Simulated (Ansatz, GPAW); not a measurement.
**Si2Mo: 4 runs at one level of theory**

```xyz
3
Lattice="-1.6000 1.6000 3.9305 1.6000 -1.6000 3.9305 1.6000 1.6000 -3.9305" Properties=species:S:1:pos:R:3 pbc="T T T"
Mo    0.0000    0.0000    0.0000
Si    0.0000    0.0000    5.2433
Si    0.0000    0.0000    2.6177
```

Alike in all runs: task band structure; functional PBE; k mesh 12 × 12 × 12; occupations fermi-dirac, width 0.05 eV; no spin polarisation; no spin-orbit coupling. Pressure is positive in compression and, in plane waves, holds the error of the finite cutoff, which Ansatz's Pulay term estimates and takes out.

```tsv
program and potentials	plane-wave cutoff (eV)	notes	pressure (GPa)	largest force (eV/Å)
Ansatz, Ansatz PAW	420	Pulay term of +0.04 GPa included	2.24	0.279
GPAW, GPAW PAW data sets (gpaw-data 1.2.1)	600	-	2.84	0.265
Ansatz, Ansatz PAW polarizable	420	Pulay term of +0.04 GPa included	2.24	0.279
Ansatz, all-electron LAPW, scalar-relativistic	-	-	?	?
```

Question: Estimate from the other rows what the run with Ansatz, all-electron LAPW, scalar-relativistic gave.

Answer: Pressure 2.27 GPa; largest force 0.279 eV/Å. The other rows, which needn't bracket it: pressure 2.24 to 2.84; largest force 0.265 to 0.279.
